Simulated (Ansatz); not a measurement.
In doubt: masses and optical values from hybrid runs of this build are listed as unsure (in some of the runs), which bears on the screening that GW takes from such a start.

Two G0W0 runs on LiBr (Fm-3m).

It takes space group Fm-3m (No. 225, cubic). Conventional cell: a = 5.501 Å, b = 5.501 Å, c = 5.501 Å, α = 90.00°, β = 90.00°, γ = 90.00°. Nearest to Li lie 6 Br at 2.75 Å. Nearest to Br lie 6 Li at 2.75 Å. Farther neighbours and most contacts between anions are not listed.

```cif
data_structure
_symmetry_space_group_name_H-M 'P 1'
_symmetry_Int_Tables_number 1
_cell_length_a 3.8900
_cell_length_b 3.8900
_cell_length_c 3.8900
_cell_angle_alpha 60.000
_cell_angle_beta 60.000
_cell_angle_gamma 60.000
_cell_volume 41.62
loop_
_atom_site_label
_atom_site_type_symbol
_atom_site_fract_x
_atom_site_fract_y
_atom_site_fract_z
_atom_site_occupancy
Li1 Li 0.00000 0.00000 0.00000 1
Br2 Br 0.50000 0.50000 0.50000 1
```

The cell and positions come from the Crystallography Open Database and are kept as given unless a step says otherwise.

The first (Ansatz 0.2.0; start HSE06, 6×6×6 mesh, 124 empty bands, screening to 120 eV, PAW set soft_1 files; 1 × NVIDIA GB200 (shared by 2 runs) with 24 threads of Arm Neoverse V2, shared host) gave, on its mesh: starting gap 6.15 eV, G0W0 gap 7.62 eV, RPA ε∞ (mean) 2.80, 9.9 s.

The second gave: starting gap 4.94 eV, G0W0 gap 7.08 eV, RPA ε∞ (mean) 3.17, 4.6 s.

What was changed in the input? Choose among start, files, mesh, bands and cutoff, frequency model or another key.

Changed: start from HSE06 to PBE and files from PAW set soft_1 to hard PAW. A jump of this size in the start, with ε∞ moving the other way, marks another functional. Other changes could give like numbers; this is the one that was made.

Limits: not at the basis limit; no spin-orbit coupling.

[Paths, hosts, dates, memory and timing lines, banners, echoed tables and standing remarks are left out of the program output.]

[Logs are printed without paths, hosts, clocks, repeated set-up lines and the standing remarks that a program may print on its own settings, such as how far it seeks lower states.]

[Runs of the session that timed out or met a known fault of the program may be left out.]

[Cells called generated may have been cut or substituted from an entry of the Crystallography Open Database or the Materials Project.]

[Hosts, paths, dates, database ids (printed as entryN), source tags and the programs' standing remarks are cut or masked in the printed files.]
